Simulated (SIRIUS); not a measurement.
# CaSe (Fm-3m) in SIRIUS: reference runs

How does CaSe come out in PBEsol? The cell is run as given.

Everything below comes from runs of SIRIUS 7.10.0. Logs are shortened: lines on timing, memory, paths and dates and some standing lists are left out, and cuts for length are marked. The log counts tension as positive stress, the text compression.

**Experimental background.**

From a printed reference work, monograph, original work of 1988, for a bulk crystal of CaSe at 2 K: band gap 3.85 eV (indirect).

The runs below are set against these values where they give the same quantity.

**1. The structure**

The structure is cubic, space group Fm-3m (No. 225). The conventional cell has a = 5.912 Å, b = 5.912 Å, c = 5.912 Å, α = 90.00°, β = 90.00°, γ = 90.00°. Around Se (site symmetry m-3m) lie 6 Ca at 2.96 Å. Around Ca (site symmetry m-3m) lie 6 Se at 2.96 Å.

**2. Single point, PBEsol**

File sirius.json:

```json
{
  "control": {
    "processing_unit": "cpu",
    "verbosity": 2,
    "num_bands_to_print": 21,
    "print_forces": true,
    "print_stress": true
  },
  "parameters": {
    "electronic_structure_method": "pseudopotential",
    "xc_functionals": ["XC_GGA_X_PBE_SOL", "XC_GGA_C_PBE_SOL"],
    "gk_cutoff": 9.3,
    "pw_cutoff": 18.6,
    "ngridk": [8, 8, 8],
    "shiftk": [0, 0, 0],
    "smearing": "fermi_dirac",
    "smearing_width": 0.0018374661,
    "num_bands": 21,
    "num_mag_dims": 0,
    "num_dft_iter": 100,
    "energy_tol": 1e-08,
    "density_tol": 1e-06
  },
  "iterative_solver": {
    "type": "davidson",
    "min_tolerance": 1e-09,
    "tolerance_scale": [0.1, 0.25]
  },
  "mixer": {
    "type": "anderson",
    "beta": 0.7,
    "max_history": 8
  },
  "settings": {
    "tol_ne": 1e-10,
    "pseudo_grid_cutoff": 6.5
  },
  "unit_cell": {
    "lattice_vectors": [
      [0.0, 5.586030424394, 5.586030424394],
      [5.586030424394, 0.0, 5.586030424394],
      [5.586030424394, 5.586030424394, 0.0]
    ],
    "atom_coordinate_units": "lattice",
    "atom_types": ["Se", "Ca"],
    "atom_files": {
      "Ca": "Ca.json",
      "Se": "Se.json"
    },
    "atoms": {
      "Se": [
        [0.5, 0.5, 0.5]
      ],
      "Ca": [
        [0.0, 0.0, 0.0]
      ]
    }
  }
}
```

Potentials or basis: PseudoDojo 0.4.1 PBEsol standard (scalar relativistic).

Run with:

```console
> upf_to_json Ca.upf
> upf_to_json Se.upf
> OMP_NUM_THREADS=1 sirius.scf --input=sirius.json --output=out.json --task=0
```

What it wrote:

```text
[info] SIRIUS version : 7.10.0
[info] number of MPI ranks           : 1
[info] MPI grid                      : 1 1
[info] maximum number of OMP threads : 1
[fft] FFT context for density and potential
[fft] =====================================
[fft]   comm size                             : 1
[fft]   plane wave cutoff                     : 18.6
[fft]   grid size                             : 50 50 50   total : 125000
[fft]   grid limits                           : -24 25   -24 25   -24 25
[fft]   number of G-vectors within the cutoff : 19007
[fft]   local number of G-vectors             : 19007
[fft]   number of G-shells                    : 1014
[fft] FFT context for coarse grid
[fft] =====================================
[fft]   comm size                             : 1
[fft]   plane wave cutoff                     : 18.6
[fft]   grid size                             : 50 50 50   total : 125000
[fft]   grid limits                           : -24 25   -24 25   -24 25
[fft]   number of G-vectors within the cutoff : 19007
[fft]   local number of G-vectors             : 19007
[fft]   number of G-shells                    : 1014
[unit cell] lattice vectors
[unit cell]   a1 :       0.0000000000      5.5860304244      5.5860304244
[unit cell]   a2 :       5.5860304244      0.0000000000      5.5860304244
[unit cell]   a3 :       5.5860304244      5.5860304244      0.0000000000
[unit cell] reciprocal lattice vectors
[unit cell]   b1 :      -0.5624016367      0.5624016367      0.5624016367
[unit cell]   b2 :       0.5624016367     -0.5624016367      0.5624016367
[unit cell]   b3 :       0.5624016367      0.5624016367     -0.5624016367
[unit cell] unit cell volume :       348.61003621 [a.u.^3]
[unit cell] 1/sqrt(omega)    :         0.05355870
[unit cell] MT volume        :         0.00000000 ( 0.00%)
[unit cell] IT volume        :       348.61003621 (100.00%)
[unit cell] number of atom types : 2
[unit cell] type id : 0 symbol : Se mt_radius :  11.970000 num_atoms : 1
[unit cell] type id : 1 symbol : Ca mt_radius :  17.450000 num_atoms : 1
[unit cell] total number of atoms : 2
[unit cell] number of symmetry classes : 2
[unit cell] number of PAW atoms : 0
[unit cell] atom id  type id  class id             position                      vector_field
[unit cell] ------------------------------------------------------------------------------------------
[unit cell]      0        0        0      0.50000   0.50000   0.50000      0.00000   0.00000   0.00000
[unit cell]      1        1        1      0.00000   0.00000   0.00000      0.00000   0.00000   0.00000
[unit cell] atom id         position (Cartesian, a.u.)
[unit cell] ---------------------------------------------
[unit cell]      0       5.586030    5.586030    5.586030
[unit cell]      1       0.000000    0.000000    0.000000
[unit cell] class id : 0 atom id : 0
[unit cell] class id : 1 atom id : 1
[unit cell] minimum bond length:     5.586030
[unit cell] total number of pseudo wave-functions: 14
[sym] space group number   : 225
[sym] international symbol : Fm-3m
[sym] Hall symbol          : -F 4 2 3
[sym] space group transformation matrix :
[... 222 lines left out ...]
[find] Hartree energy of density residual : 6.217881629263e-06
[find] | SCF iteration   4 out of 100|
[diagonalize] iterative solver tolerance (occupied, empty): 6.62773e-06 6.62773e-06
[... 38 lines left out ...]
[find] Free energy (E-TS)             :    -159.90271608 (Ha),    -319.80543217 (Ry)
[find] band gap (eV)                  :       1.93731908
[find] Efermi                         :       0.30426211
[find] iteration : 8, RMS : 3.790080475688e-07, energy difference : -1.514871428299e-08
[find] Hartree energy of density residual : 7.848880443606e-11
[find] | SCF iteration   9 out of 100|
[diagonalize] iterative solver tolerance (occupied, empty): 6.47239e-09 6.47239e-09
[diagonalize] average number of iterations: 3.82759
[find] Total energy                   :    -159.90271609 (Ha),    -319.80543217 (Ry)
[find] Free energy (E-TS)             :    -159.90271609 (Ha),    -319.80543217 (Ry)
[find] band gap (eV)                  :       1.93737007
[find] Efermi                         :       0.30426267
[find] iteration : 9, RMS : 1.642994116856e-07, energy difference : -2.905210294557e-09
[find] Hartree energy of density residual : 5.408767661258e-12
[find] bands are converged : true
[find] iterative solver converged : false
[find] +------------------------------+
[find] | SCF iteration  10 out of 100|
[find] +------------------------------+
[diagonalize] iterative solver tolerance (occupied, empty): 1.6181e-09 1.6181e-09
[diagonalize] average number of iterations: 3.65517
[diagonalize] Lowest band energies
[diagonalize] ik:    0   -1.421464   -1.421464   -1.421172   -1.421172   -1.421172   -1.185475   -0.489708   -0.489708   -0.489708   -0.166353    0.268464    0.268464    0.268464    0.385794    0.402858    0.402858    0.402858    0.424908    0.424908    0.619169    0.722481
[diagonalize] ik:    1   -1.421464   -1.421464   -1.421171   -1.421171   -1.421171   -1.185438   -0.490365   -0.489750   -0.489750   -0.162904    0.239473    0.259535    0.259535    0.397880    0.410769    0.410769    0.423737    0.439936    0.439936    0.627150    0.701701
[diagonalize] ik:    2   -1.421464   -1.421464   -1.421171   -1.421170   -1.421170   -1.185346   -0.491928   -0.489852   -0.489852   -0.154153    0.193429    0.242444    0.242444    0.402084    0.430055    0.430055    0.476084    0.476695    0.476695    0.612146    0.652820
[diagonalize] ik:    3   -1.421464   -1.421464   -1.421170   -1.421168   -1.421168   -1.185255   -0.493459   -0.489953   -0.489953   -0.144659    0.158813    0.228963    0.228963    0.415351    0.455357    0.455357    0.486357    0.517396    0.517396    0.598397    0.598397
[diagonalize] ik:    4   -1.421464   -1.421464   -1.421170   -1.421168   -1.421168   -1.185217   -0.494084   -0.489995   -0.489995   -0.140455    0.146004    0.224056    0.224056    0.429676    0.468837    0.470304    0.470304    0.545498    0.545498    0.562740    0.562740
[diagonalize] ...
[diagonalize] ik:   24   -1.421469   -1.421462   -1.421172   -1.421166   -1.421165   -1.185168   -0.492606   -0.491045   -0.490687   -0.144431    0.174707    0.221390    0.224900    0.375420    0.453821    0.477435    0.484753    0.485731    0.512566    0.593575    0.632468
[diagonalize] ik:   25   -1.421469   -1.421462   -1.421170   -1.421167   -1.421165   -1.185137   -0.492514   -0.491569   -0.490784   -0.141888    0.179734    0.200327    0.219442    0.400768    0.455899    0.470107    0.484576    0.488421    0.536008    0.593995    0.625434
[diagonalize] ik:   26   -1.421468   -1.421463   -1.421169   -1.421169   -1.421165   -1.185151   -0.492537   -0.491679   -0.490528   -0.141527    0.176236    0.198854    0.219753    0.432589    0.434149    0.464749    0.482061    0.498942    0.554369    0.587714    0.606243
[diagonalize] ik:   27   -1.421471   -1.421461   -1.421172   -1.421166   -1.421164   -1.185122   -0.492581   -0.491245   -0.491094   -0.143239    0.179380    0.217723    0.218783    0.369562    0.455643    0.476596    0.482549    0.490547    0.497839    0.619618    0.643418
[diagonalize] ik:   28   -1.421469   -1.421463   -1.421169   -1.421169   -1.421164   -1.185123   -0.491912   -0.491912   -0.491218   -0.141548    0.194408    0.194408    0.206114    0.428438    0.428438    0.459934    0.479101    0.490656    0.584703    0.595960    0.617247
[find] Charges and magnetic moments
[find] --------------------------------------------------------------------------------
[find] total charge          : 26.000000
[find] Energy
[find] --------------------------------------------------------------------------------
[find] valence_eval_sum               :     -18.57083857
[find] <rho|V^{XC}>                   :     -23.92473098
[find] <rho|E^{XC}>                   :     -31.29366727
[find] <mag|B^{XC}>                   :       0.00000000
[find] <rho|V^{H}>                    :      90.61516507
[find] one-electron contribution      :     -85.26127266 (Ha),    -170.52254531 (Ry)
[find] hartree contribution           :      45.30758253
[find] xc contribution                :     -31.29366727
[find] ewald contribution             :     -88.65532726
[find] PAW contribution               :       0.00000000
[find] smearing (-TS)                 :      -0.00000000
[find] SCF correction                 :      -0.00003143
[find] Total energy                   :    -159.90271609 (Ha),    -319.80543217 (Ry)
[find] Free energy (E-TS)             :    -159.90271609 (Ha),    -319.80543217 (Ry)
[find] band gap (eV)                  :       1.93736752
[find] Efermi                         :       0.30426361
[find] iteration : 10, RMS : 1.706694202232e-07, energy difference : -7.184439709818e-10
[find] Hartree energy of density residual : 1.749886475610e-12
[find] bands are converged : true
[find] iterative solver converged : true
[find] converged after 11 SCF iterations!
[find] Charges and magnetic moments
[find] --------------------------------------------------------------------------------
[find] total charge          : 26.000000
[find] Energy
[find] --------------------------------------------------------------------------------
[find] valence_eval_sum               :     -18.57083857
[find] <rho|V^{XC}>                   :     -23.92473098
[find] <rho|E^{XC}>                   :     -31.29366727
[find] <mag|B^{XC}>                   :       0.00000000
[find] <rho|V^{H}>                    :      90.61516507
[find] one-electron contribution      :     -85.26127266 (Ha),    -170.52254531 (Ry)
[find] hartree contribution           :      45.30758253
[find] xc contribution                :     -31.29366727
[find] ewald contribution             :     -88.65532726
[find] PAW contribution               :       0.00000000
[find] smearing (-TS)                 :      -0.00000000
[find] SCF correction                 :      -0.00003143
[find] Total energy                   :    -159.90271609 (Ha),    -319.80543217 (Ry)
[find] Free energy (E-TS)             :    -159.90271609 (Ha),    -319.80543217 (Ry)
[find] band gap (eV)                  :       1.93736752
[find] Efermi                         :       0.30426361
[ground_state] === stress tensor components [kbar] ===
[ground_state] === stress_kin ===
[ground_state] -51540.198899    0.000000    0.000000
[ground_state]     0.000000-51540.198899   -0.000000
[ground_state]     0.000000   -0.000000-51540.198899
[ground_state] === stress_har ===
[ground_state] -12745.807506    0.000000    0.000000
[ground_state]     0.000000-12745.807506   -0.000000
[ground_state]     0.000000   -0.000000-12745.807506
[ground_state] === stress_ewald ===
[ground_state] 24940.278702   -0.000000    0.000000
[ground_state]    -0.00000024940.278702    0.000000
[ground_state]     0.000000    0.00000024940.278702
[ground_state] === stress_vloc ===
[ground_state]  6710.627710   -0.000000    0.000000
[ground_state]    -0.000000 6710.627710    0.000000
[ground_state]     0.000000    0.000000 6710.627710
[ground_state] === stress_xc ===
[ground_state] -6071.544752    0.000000    0.000000
[ground_state]     0.000000-6071.544752   -0.000000
[ground_state]     0.000000   -0.000000-6071.544752
[ground_state] === stress_core ===
[ground_state] 12648.400793   -0.000000   -0.000000
[ground_state]    -0.00000012648.400793    0.000000
[ground_state]    -0.000000    0.00000012648.400793
[ground_state] === stress_nonloc ===
[ground_state] 26069.748928   -0.000000   -0.000000
[ground_state]    -0.00000026069.748928    0.000000
[ground_state]    -0.000000    0.00000026069.748928
[ground_state] === stress_us_nl ===
[ground_state] 26069.748928   -0.000000   -0.000000
[ground_state]    -0.00000026069.748928    0.000000
[ground_state]    -0.000000    0.00000026069.748928
[ground_state] === stress_total ===
[ground_state]    11.504977   -0.000000   -0.000000
[ground_state]    -0.000000   11.504977    0.000000
[ground_state]    -0.000000    0.000000   11.504977
[ground_state] ==== total Forces in Ha/bohr =====
[ground_state] atom:    0, force:       0.0000000      0.0000000      0.0000000
[... 14 lines left out ...]
[ground_state] atom:    0, force:       0.0000000      0.0000000      0.0000000
[ground_state] atom:    1, force:       0.0000000      0.0000000      0.0000000
[~DFT_ground_state] local op. applied: 17219
[~DFT_ground_state] evp. work count: 3378.01
[~DFT_ground_state] number of iterative solver steps: 1378
```

Run time: 82 s. Hardware: 1 thread of Arm Neoverse V1, shared host; peak memory 0.45 GiB.

What came out:

```yaml
Free_energy: -4351.1746 eV
Pressure: -1.2 GPa
Band_gap_on_the_k_mesh: 1.94 eV
```

**3. Comparison with measurements**

Step 2. Measured gap of CaSe: 3.85 eV (indirect; 2 K; a printed reference work, monograph, original work of 1988). This calculation gives 1.94 eV (-1.91 eV). Spin-orbit coupling on Se is left out. The value is that of PBEsol on a finite k mesh, which can miss the band edges, without temperature or zero-point motion. Semilocal functionals fall short of measured gaps as a rule.
